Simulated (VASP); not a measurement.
Calculation: LDA (Ceperley-Alder, Perdew-Zunger), VASP's LDA PAW potentials (set 64) (plane waves; VASP).

VASP ran on this input.

**INCAR**
```
SYSTEM  =  NaBr
LREAL  =  .FALSE.
NELM  =  100   ! most electronic steps
LWAVE  =  .FALSE.
PREC  =  Accurate
ENCUT  =  180
SIGMA  =  0.272
LMAXMIX  =  4
ISIF  =  2   ! forces and stress, cell fixed
EDIFF  =  1E-6   ! SCF stop (eV)
LASPH  =  .TRUE.
LCHARG  =  .FALSE.
ISMEAR  =  0   ! Gaussian
ALGO  =  Normal
```

KPOINTS:
```
Automatic
0
gamma
 6 6 6
0.5 0.5 0.5
```

File POSCAR:
```
NaBr
1
    0.0000000000     3.0157360000     3.0157360000
    3.0157360000     0.0000000000     3.0157360000
    3.0157360000     3.0157360000     0.0000000000
Na Br
1 1
Direct
  0.0000000000   0.0000000000   0.0000000000
  0.5000000000   0.5000000000   0.5000000000
```

POTCAR, in this order: Na_pv Br (LDA.64 set). Program: vasp_std.

The run wrote:

**OSZICAR**
```
       N       E                     dE             d eps       ncg     rms          rms(c)
DAV:   1     0.379950110037E+02    0.37995E+02   -0.46157E+03   707   0.507E+02
DAV:   2    -0.422026367510E+01   -0.42215E+02   -0.41009E+02   724   0.147E+02
DAV:   3    -0.602539208158E+01   -0.18051E+01   -0.18021E+01   700   0.318E+01
DAV:   4    -0.603803926673E+01   -0.12647E-01   -0.12645E-01   676   0.294E+00
DAV:   5    -0.603814162393E+01   -0.10236E-03   -0.10236E-03   685   0.276E-01    0.327E+00
DAV:   6    -0.586775884394E+01    0.17038E+00   -0.28761E-01   697   0.609E+00    0.203E+00
DAV:   7    -0.585098442053E+01    0.16774E-01   -0.10001E-01   712   0.350E+00    0.817E-01
DAV:   8    -0.585195264866E+01   -0.96823E-03   -0.35484E-03   655   0.493E-01    0.130E-01
DAV:   9    -0.585191239890E+01    0.40250E-04   -0.10238E-04   718   0.672E-02    0.509E-02
DAV:  10    -0.585191716848E+01   -0.47696E-05   -0.61164E-05   679   0.805E-02    0.801E-03
DAV:  11    -0.585191604856E+01    0.11199E-05   -0.83555E-06   673   0.222E-02    0.246E-03
DAV:  12    -0.585191584766E+01    0.20089E-06   -0.74333E-07   341   0.747E-03
   1 F= -.58519158E+01 E0= -.58519158E+01  d E =-.823140E-11
```

OUTCAR:
```
------------------------ aborting loop because EDIFF is reached ----------------------------------------
  FORCE on cell =-STRESS in cart. coord.  units (eV):
  Direction    XX          YY          ZZ          XY          YZ          ZX
  --------------------------------------------------------------------------------------
  Total      -12.5708278    -12.5708278    -12.5708278      0.0000000      0.0000000      0.0000000
  in kB     -367.1677295   -367.1677295   -367.1677295      0.0000000      0.0000000      0.0000000
  external PRESSURE =    -367.1677295 kB  Pullay stress =       0.0000000 kB
  volume of cell :       54.85
      direct lattice vectors                 reciprocal lattice vectors
     0.000000000  3.015736000  3.015736000    -0.165797006  0.165797006  0.165797006
     3.015736000  0.000000000  3.015736000     0.165797006 -0.165797006  0.165797006
     3.015736000  3.015736000  0.000000000     0.165797006  0.165797006 -0.165797006
 POSITION                                       TOTAL-FORCE (eV/Angst)
 -----------------------------------------------------------------------------------
      0.00000      0.00000      0.00000         0.000000     -0.000000      0.000000
      3.01574      3.01574      3.01574        -0.000000      0.000000     -0.000000
 -----------------------------------------------------------------------------------
    total drift:                                0.000000      0.000000      0.000000
  FREE ENERGIE OF THE ION-ELECTRON SYSTEM (eV)
  ---------------------------------------------------
  free  energy   TOTEN  =        -5.8519158477 eV

  energy  without entropy=       -5.8519158477  energy(sigma->0) =       -5.85191585
```
(Selected blocks of OUTCAR.)

At this cut-off the stress carries a Pulay error, which pulls relaxed volumes low.

The structure comes from a computed database's NaBr entry; how it stands against other phases isn't given here. The cell was not relaxed at this level. The run is one of a series of settings (ENCUT = 180, GGA removed, ISMEAR = 0, SIGMA = 0.272, KPOINTS 6×6×6 Γ-centred mesh shifted by (0.5, 0.5, 0.5), POTCAR Na_pv Br (LDA.64 set) against the base run), some of them coarse on purpose.
